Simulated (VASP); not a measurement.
MoS2: single point with PBEsol

The system is MoS2, a slab with vacuum.

```
Mo S
1.0
     3.14112    0.00000    0.00000
    -1.57056    2.72029    0.00000
     0.00000    0.00000   27.62616
Mo S
3 6
Direct
  0.66667 0.33333 0.00000
  0.33333 0.66667 0.77234
  0.33333 0.66667 0.22766
  0.33333 0.66667 0.05645
  0.66667 0.33333 0.82878
  0.66667 0.33333 0.28406
  0.33333 0.66667 0.94355
  0.66667 0.33333 0.71594
  0.66667 0.33333 0.17122
```

```yaml
Program: VASP 6.6.1
Task: single point
Functional: PBEsol
Potentials_or_basis: VASP PAW PBE potentials, release 64 (Mo_sv, S_h)
Cutoff: 900 eV
k_mesh: 9 × 9 × 1
Occupations: gaussian, width 0.02 eV
Spin: no spin polarisation
```

```
Largest force          : 0.021 eV/Å
Band gap on the k mesh : 1.28 eV, indirect (least direct gap 1.77 eV)
```

Forces in eV/Å, atoms in the order of the input:
```
Mo  -0.001  0.000  0.000
Mo   0.001  0.000 -0.006
Mo   0.001  0.000  0.006
S    0.000  0.000  0.012
S    0.000  0.000  0.021
S    0.000  0.000  0.017
S    0.000  0.000 -0.012
S    0.000  0.000 -0.017
S    0.000  0.000 -0.021
```

Levels at points of the mesh, in eV from the valence-band top:
```csv
k point,band 37,band 38,band 39,band 40,band 41,band 42
"(0.00, 0.00, 0.00)",-0.82,-0.32,0.00,2.40,2.41,2.41
```

Run time: 13 min on 1 thread of Intel(R) Xeon(R) 6975P-C (Granite Rapids), on a shared host, peak memory 0.89 GiB.

Caveat: the PAW data sets were made with another functional, which shifts forces and pressure a little. A hybrid or GW would open this gap; PBEsol tends to underestimate it.
